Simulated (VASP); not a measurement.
# Tc (Fm-3m) in VASP: further runs

The runs below take Tc through relaxation of cell and atoms, single point, with optB86b-vdW, HSE06+D4.

All numbers are computed with VASP 6.6.1; they aren't measurements. Logs are shortened: lines on timing, memory, paths and dates and some standing lists are left out, and cuts for length are marked.

## (1) The crystal as given

The structure is cubic, space group Fm-3m (No. 225). The conventional cell has a = 3.900 Å, b = 3.900 Å, c = 3.900 Å, α = 90.00°, β = 90.00°, γ = 90.00°. Tc (site symmetry m-3m) is surrounded by 12 Tc at 2.76 Å.

This isn't the form of Tc at room conditions, which is hcp.

## (2) Relaxation of cell and atoms, optB86b-vdW (cell strained at random at fixed volume)

Input file INCAR:

```
SYSTEM = Tc
PREC = Accurate
ENCUT = 630
EDIFF = 1E-6
ISMEAR = -1
SIGMA = 0.02
LREAL = .False.
LASPH = .True.
NELM = 60
ALGO = Normal
ISIF = 3
LWAVE = .False.
LCHARG = .False.
GGA = MK
LUSE_VDW = .True.
AGGAC = 0.0
PARAM1 = 0.1234
PARAM2 = 1.0
IBRION = 2
NSW = 40
EDIFFG = -0.01
```

Input file KPOINTS:

```
Automatic mesh
0
Gamma
  12 12 12
  0 0 0
```

Input file POSCAR:

```
Tc
1.0
   -0.0221820000      1.9502870000      1.9437100000
    1.9256840000     -0.0331020000      1.9546290000
    1.9094730000      1.9449960000     -0.0168900000
Tc
1
Direct
    0.0000000000      0.0000000000      0.0000000000
```

Potentials or basis: VASP PAW PBE potentials, release 64 (Tc_sv_GW).

Started as:

```sh
> cat potpaw_PBE.64/Tc_sv_GW/POTCAR > POTCAR
> mpirun -np 1 vasp_std > vasp.out
```

OUTCAR:

```text
SYSTEM = Tc
   PREC = Accurate
   ENCUT = 630
   EDIFF = 1E-6
   ISMEAR = -1
   LREAL = .False.
   LASPH = .True.
   NELM = 60
   ISIF = 3
   GGA = MK
   IBRION = 2
   NSW = 40
   EDIFFG = -0.01

 ion  position               nearest neighbor table
   1  0.000  0.000  0.000-

  LATTYP: Found a triclinic cell.
 ALAT       =     2.7256892431
 B/A-ratio  =     1.0246406093
 C/A-ratio  =     1.0102270340
 COS(alpha) =     0.0034013256
 COS(beta)  =     0.4953944964
 COS(gamma) =     0.5057161669

  Lattice vectors:

 A1 = (   1.9094730000,   1.9449960000,  -0.0168900000)
 A2 = (  -0.0162110000,   1.9780980000,  -1.9715190000)
 A3 = (  -0.0221820000,   1.9502870000,   1.9437100000)

Analysis of symmetry for initial positions (statically):
=====================================================================
 Subroutine PRICEL returns:
 Original cell was already a primitive cell.

 Routine SETGRP: Setting up the symmetry group for a
 triclinic supercell.

 Subroutine GETGRP returns: Found  2 space group operations
 (whereof  2 operations were pure point group operations)
 out of a pool of  2 trial point group operations.

The static configuration has the point symmetry S_2 .

Analysis of symmetry for dynamics (positions and initial velocities):
=====================================================================
 Subroutine PRICEL returns:
 Original cell was already a primitive cell.

 Routine SETGRP: Setting up the symmetry group for a
 triclinic supercell.

 Subroutine GETGRP returns: Found  2 space group operations
 (whereof  2 operations were pure point group operations)
 out of a pool of  2 trial point group operations.

The dynamic configuration has the point symmetry S_2 .

 Subroutine INISYM returns: Found  2 space group operations
 (whereof  2 operations are pure point group operations),
 and found     1 'primitive' translations

----------------------------------------------------------------------------------------

                                     Primitive cell

  volume of cell :      14.8297

  direct lattice vectors                    reciprocal lattice vectors
    -0.022182000  1.950287000  1.943710000    -0.256321689  0.253870508  0.256825309
     1.925684000 -0.033102000  1.954629000     0.257148542 -0.250246105  0.254027501
     1.909473000  1.944996000 -0.016890000     0.261395390  0.255319806 -0.253200645

  length of vectors
     2.753564960  2.744071635  2.725689243     0.442843406  0.439634458  0.444551819

  position of ions in fractional coordinates (direct lattice)
     0.000000000  0.000000000  0.000000000

  ion indices of the primitive-cell ions
   primitive index   ion index
                 1           1

----------------------------------------------------------------------------------------

 KPOINTS: Automatic mesh

Automatic generation of k-mesh.
 Grid dimensions read from file:
 generate k-points for:   12   12   12

 Generating k-lattice:

  Cartesian coordinates                     Fractional coordinates (reciprocal lattice)
    -0.021360141  0.021155876  0.021402109     0.083333333  0.000000000  0.000000000
     0.021429045 -0.020853842  0.021168958    -0.000000000  0.083333333 -0.000000000
     0.021782949  0.021276651 -0.021100054     0.000000000  0.000000000  0.083333333

  Length of vectors
     0.036903617  0.036636205  0.037045985

  Shift w.r.t. Gamma in fractional coordinates (k-lattice)
     0.000000000  0.000000000  0.000000000

 Subroutine IBZKPT returns following result:
 ===========================================

 Found    868 irreducible k-points:

 Following reciprocal coordinates:
            Coordinates               Weight
  0.000000  0.000000  0.000000      1.000000
  0.083333  0.000000 -0.000000      2.000000
  0.166667  0.000000  0.000000      2.000000
  0.250000  0.000000  0.000000      2.000000
  0.333333  0.000000  0.000000      2.000000
  0.416667 -0.000000 -0.000000      2.000000
[... 42 lines left out ...]
  0.416667  0.333333  0.000000      2.000000
  0.500000  0.333333  0.000000      2.000000
 [... further k-points ...]
   k-points           NKPTS =    868   k-points in BZ     NKDIM =    868   number of bands    NBANDS=     11
   number of dos      NEDOS =    301   number of ions     NIONS =      1
   total plane-waves  NPLWV =  13824
   dimension x,y,z NGX =    24 NGY =   24 NGZ =   24
   dimension x,y,z NGXF=    48 NGYF=   48 NGZF=   48
   ions per type =               1
   NGX,Y,Z   is equivalent  to a cutoff of  14.49, 14.54, 14.64 a.u.
   NGXF,Y,Z  is equivalent  to a cutoff of  28.98, 29.08, 29.28 a.u.
 SYSTEM =  Tc
   PREC   = accura    normal or accurate (medium, high low for compatibility)
   ISTART =      0    job   : 0-new  1-cont  2-samecut
   ICHARG =      2    charge: 1-file 2-atom 10-const
   ISPIN  =      1    spin polarized calculation?
   LNONCOLLINEAR =      F non collinear calculations
   LSORBIT =      F    spin-orbit coupling
   LASPH  =      T    aspherical Exc in radial PAW
   ENCUT  =  630.0 eV  46.30 Ry    6.80 a.u.   5.64  5.62  5.58*2*pi/ulx,y,z
   NELM   =     60;   NELMIN=  2; NELMDL= -5     # of ELM steps
   EDIFF  = 0.1E-05   stopping-criterion for ELM
   LREAL  =      F    real-space projection
   EDIFFG = -.1E-01   stopping-criterion for IOM
   NSW    =     40    number of steps for IOM
   IBRION =      2    ionic relax: 0-MD 1-quasi-New 2-CG
   NFREE  =      1    steps in history (QN), initial steepest desc. (CG)
   ISIF   =      3    stress and relaxation
   ISYM   =      2    0-nonsym 1-usesym 2-fastsym
   POTIM  = 0.5000    time-step for ionic-motion
   TEBEG  =    0.0;   TEEND  =   0.0 temperature during run
   PSTRESS=    0.0 pullay stress
   NELECT =      15.0000    total number of electrons
   NUPDOWN=      -1.0000    fix difference up-down
   EMIN   =  10.00;   EMAX   =-10.00  energy-range for DOS
   EFERMI =   0.00;   METHOD = LEGACY
   ISMEAR =    -1;   SIGMA  =   0.02  broadening in eV -4-tet -1-fermi 0-gaus
   EFERMI_NEDOS =   21; number of points for ismear=-14 and -15
   IALGO  =     38    algorithm
   IMIX   =      4    mixing-type and parameters
     AMIX     =   0.40;   BMIX     =  1.00
     AMIX_MAG =   1.60;   BMIX_MAG =  1.00
  volume/ion in A,a.u.               =      14.83       100.08
  Fermi-wavevector in a.u.,A,eV,Ry     =   1.643340  3.105461 36.743416  2.700565
  Thomas-Fermi vector in A             =   2.733490
   LORBIT       =      0    0 simple, 1 ext, 2 COOP (PROOUT), +10 PAW based schemes
   GGA     = MK    functional components
   LHFCALC =     F    Hartree Fock is set to
   AEXX    =    0.0000 exact exchange contribution
   IVDW_NL    =     1    kernel type
   BPARAM     = 6.3000
   IVDW    =     0    specifies the selected vdW correction
   LEPSILON=     F    determine dielectric tensor
   LRPA    =     F    only Hartree local field effects (RPA)
 conjugate gradient relaxation of ions
 non-spin polarized calculation
  energy-cutoff  :      630.00
  volume of cell :       14.83
 maximum number of plane-waves:       549
   NGX = 11   NGY = 11   NGZ = 11

--------------------------------------- Ionic step        1  -------------------------------------------

 number of electron      15.0000001 magnetization

 Free energy of the ion-electron system (eV)
  ---------------------------------------------------
  ext. energy  EPLUGINS =         0.00000000
  ---------------------------------------------------
  free energy    TOTEN  =        -7.56234992 eV

  energy without entropy =       -7.56062615  energy(sigma->0) =       -7.56148803

------------------------ aborting loop because EDIFF is reached ----------------------------------------

  FORCE on cell =-STRESS in cart. coord.  units (eV):
  Direction    XX          YY          ZZ          XY          YZ          ZX
  --------------------------------------------------------------------------------------
  -------------------------------------------------------------------------------------
  Total       -0.7657205     -1.1134672     -1.0903360      0.3144759      0.2065281      0.0841684
  in kB      -82.7269579   -120.2968337   -117.7977800     33.9753618     22.3128929      9.0933920
  external PRESSURE =    -106.9405238 kB  Pullay stress =       0.0000000 kB
[... 244 lines left out ...]
Total vdW correction in eV:      1.8481760

--------------------------------------- Ionic step        8  -------------------------------------------

 number of electron      15.0000000 magnetization

 Free energy of the ion-electron system (eV)
  ---------------------------------------------------
  ext. energy  EPLUGINS =         0.00000000
  ---------------------------------------------------
  free energy    TOTEN  =        -7.58742723 eV

  energy without entropy =       -7.58554861  energy(sigma->0) =       -7.58648792

 E-fermi :  12.4363     XC(G=0): -14.0079

 val. band max:       12.4207591743   @ k =  -0.4167   0.3333   0.2500
 cond. band min:      12.4579390600   @ k =  -0.1667   0.5000   0.1667
 fundamental gap:      0.0371798857
 Fermi energy:        12.4363338481

 k-point     1 :       0.0000    0.0000    0.0000
  band No.  band energies     occupation
      1     -54.5900      2.00000
      2     -25.9175      2.00000
      3     -25.9170      2.00000
      4     -25.9162      2.00000
      5       4.8720      2.00000
      6      10.5284      2.00000
      7      10.5329      2.00000
      8      10.5361      2.00000
      9      13.1801      0.00000
     10      13.1841      0.00000
     11      26.2761      0.00000
[... 533 lines left out ...]
 k-point    40 :      -0.3333    0.2500   -0.0000
  band No.  band energies     occupation
      1     -54.3308      2.00000
      2     -26.9173      2.00000
      3     -26.5616      2.00000
      4     -26.1516      2.00000
      5       8.4002      2.00000
      6       9.3150      2.00000
      7      10.2815      2.00000
      8      11.9762      2.00000
      9      13.9119      0.00000
     10      18.9739      0.00000
     11      24.6195      0.00000

 [... further k-points ...]
[... 5 lines left out ...]
  --------------------------------------------------------------------------------------
  -------------------------------------------------------------------------------------
  Total       -0.0002552      0.0059620      0.0068723     -0.0053140     -0.0080012      0.0025840
  in kB       -0.0286303      0.6687341      0.7708432     -0.5960511     -0.8974729      0.2898348
  external PRESSURE =       0.4703157 kB  Pullay stress =       0.0000000 kB
[... 16 lines left out ...]
  FREE ENERGIE OF THE ION-ELECTRON SYSTEM (eV)
  ---------------------------------------------------
  free  energy   TOTEN  =        -7.5874272286 eV

  energy  without entropy=       -7.5855486058  energy(sigma->0) =       -7.58648792

Total vdW correction in eV:      1.8482735

 reached required accuracy - stopping structural energy minimisation
```

Run time: 9 min. Hardware: 1 thread of Intel Xeon Platinum 8559C (Emerald Rapids), shared host; peak memory 0.53 GiB.

What came out:

```
Free energy                            : -7.5874 eV
Relaxed volume                         : 14.28 Å³/atom
Relaxed cell                           : a = 2.724 Å, b = 2.723 Å, c = 2.724 Å, α = 59.99°, β = 59.99°, γ = 59.99°
Space group after relaxing (to 0.05 Å) : Fm-3m (No. 225)
Energy gained by relaxing              : 25.1 meV/atom
Ionic steps                            : 8
Pressure after relaxing                : 0.0 GPa
Band gap on the k mesh                 : none (metal or under the smearing width)
```

The path:
```csv
step,energy change (eV),largest force (eV/Å),pressure (GPa),volume (Å³)
1,0.0000,0.0000,-10.69,14.83
2,0.1630,0.0000,44.23,12.80
3,-0.0225,0.0000,0.23,14.28
4,-0.0226,0.0000,0.72,14.25
5,-0.0226,0.0000,1.01,14.24
6,-0.0248,0.0000,-0.08,14.29
7,-0.0249,0.0000,0.00,14.28
8,-0.0251,0.0000,0.05,14.28
```

Final structure:
```yaml
crystal:
  lattice:
    - [0.00011, 1.92640, 1.92613]
    - [1.92540, 0.00046, 1.92564]
    - [1.92572, 1.92616, 0.00022]
  atoms:
    - { symbol: Tc, position: [0.00000, 0.00000, 0.00000] }
```

Caveat: the PAW data sets were made with another functional, which shifts forces and pressure a little.

## (3) Single point, HSE06+D4

Input file POSCAR:

```
Tc
1.0
    0.0000000000      1.9500000000      1.9500000000
    1.9500000000      0.0000000000      1.9500000000
    1.9500000000      1.9500000000      0.0000000000
Tc
1
Cartesian
    0.0000000000      0.0000000000      0.0000000000
```

Input file INCAR.step1:

```
  PREC = Accurate
  ENCUT = 520
  EDIFF = 1E-5
  ISMEAR = 0
  SIGMA = 0.01
  LREAL = F
  LASPH = T
  NELM = 80
  ALGO = Normal
  ISIF = 2
  LWAVE = T
  LCHARG = F
  GGA = PE
```

Input file INCAR.step2:

```
  PREC = Accurate
  ENCUT = 520
  EDIFF = 1E-6
  ISMEAR = 0
  SIGMA = 0.01
  LREAL = F
  LASPH = T
  NELM = 80
  ALGO = Normal
  ISIF = 2
  LWAVE = F
  LCHARG = F
  GGA = PE
  LHFCALC = T
  HFSCREEN = 0.2
  PRECFOCK = Normal
  IVDW = 13
  ISTART = 1
```

Input file KPOINTS:

```
Automatic mesh
0
Gamma
  6 6 6
```

Potentials or basis: VASP PAW PBE potentials, release 64 (Tc_pv).

Started as:

```sh
> cat potpaw_PBE.64/Tc_pv/POTCAR > POTCAR
> cp INCAR.step1 INCAR
> mpirun -np 1 vasp_std > vasp.out
> cp INCAR.step2 INCAR
> mpirun -np 1 vasp_std > vasp.out
```

Wall time 6.7 min (1 thread of Intel Xeon Platinum 8559C (Emerald Rapids), shared host); peak memory 0.24 GiB.

The run converged. Its results:

```yaml
Free_energy: -12.7078 eV
Pressure: -23.8 GPa
Band_gap_on_the_k_mesh: none (metal or under the smearing width)
Dispersion_energy_per_atom: -0.559 eV
```

Levels at points of the mesh, in eV from the Fermi level:
| k point | band 2 | band 3 | band 4 | band 5 | band 6 | band 7 | band 8 | band 9 | band 10 |
| --- | --- | --- | --- | --- | --- | --- | --- | --- | --- |
| (0.00, 0.00, 0.00) | -41.14 | -41.14 | -8.29 | -2.16 | -2.16 | -2.16 | 1.38 | 1.38 | 15.11 |
| (0.50, 0.00, 0.00) | -41.32 | -41.32 | -6.20 | -2.13 | -2.13 | 1.19 | 3.40 | 3.40 | 11.54 |
| (0.50, 0.50, 0.00) | -41.61 | -41.61 | -6.38 | -5.98 | 3.61 | 3.82 | 3.82 | 4.06 | 13.94 |

Caveat: the k mesh is coarse (spacing up to 0.47 Å⁻¹), so the values aren't converged, least of all with exact exchange; so large a pressure means that the cell lies far from this level's equilibrium, or that cutoff or potentials fall short; the potentials were made for another functional, which shifts forces and pressure; pairwise dispersion overbinds metals, which lowers pressure and volume.

## (4) For comparison

An earlier run on the cell as given: functional PBE; potentials or basis VASP PAW PBE potentials, release 64 (Tc_pv); cutoff 520 eV; k mesh 12 × 12 × 12; occupations fermi-dirac, width 0.05 eV; no spin polarisation.

* Pressure: -6.9 GPa
* Band gap on the k mesh: none (metal or under the smearing width)

## (5) Overview

```tsv
task	level	potentials or basis	cell	k mesh	cutoff (eV)	smearing	grid for exact exchange (PRECFOCK)	screening parameter	mesh quality	gap on the mesh (eV)	pressure (GPa)
relaxation of cell and atoms	optB86b-vdW	VASP PAW PBE potentials, release 64 (Tc_sv_GW)	relaxed from: cell strained at random at fixed volume	12 × 12 × 12	630	fermi-dirac 0.02 eV	-	-	not flagged	none	0.0
single point	HSE06+D4	VASP PAW PBE potentials, release 64 (Tc_pv)	as given	6 × 6 × 6	520	gaussian 0.01 eV	Normal	0.2 1/A	coarse	none	-23.8
single point	PBE	VASP PAW PBE potentials, release 64 (Tc_pv)	as given	12 × 12 × 12	520	fermi-dirac 0.05 eV	-	-	not flagged	none	-6.9
```

Alike in all rows: no spin polarisation.

Caveats: some runs use coarse meshes; the PAW data sets were made with another functional, which shifts forces and pressure a little (some runs); so large a pressure means that the cell lies far from this level's equilibrium, or that cutoff or potentials fall short (some runs); the potentials were made for another functional, which shifts forces and pressure (some runs); pairwise dispersion overbinds metals, which lowers pressure and volume (some runs).

Absolute energies hang on the potentials; compare differences alone.
